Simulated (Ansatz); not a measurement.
Input of an Ansatz 0.2.0 run:

The input input.yaml:

```yaml
crystal:
  lattice:
    - [2.1542, 1.2437279499, 3.758]
    - [-2.1542, 1.2437279499, 3.758]
    - [0.0, -2.4874558998, 3.758]
  atoms:
    - { symbol: Sb, position: [0.76651, 0.76651, 0.76651] }
    - { symbol: Sb, position: [0.23349, 0.23349, 0.23349] }
kpoints:
  mp_grid: { grid: [8, 8, 8] }
scf:
  occupations: { method: gaussian, width: 0.023 }
hamiltonian:
  xc: pbe
  pseudopotentials: { kind: all_electron, lapw: { basis_error: 0.001 } }
output:
  forces: true
  stress: true
  eigenvalues: true
```

Potentials or basis: all-electron LAPW, scalar-relativistic.

The run is started by

```console
$ ansatz run input.yaml --threads 1 --pin off --max-ram 3072MiB --backend cpu --events-out ev --progress --plain --runs-dir out
```

Task: Predict the largest force.

Result: 0.142 eV/Å.

Task: What does it give for the band gap on the k mesh?

Result: None (metal or under the smearing width).

Task: What does it give for the pressure?

Result: 2.7 GPa.

Stress tensor (GPa, compression positive):
```
2.94 0.00 0.00
0.00 2.94 0.00
0.00 0.00 2.24
```

Spin-orbit coupling is left out, which matters for the levels of Sb.
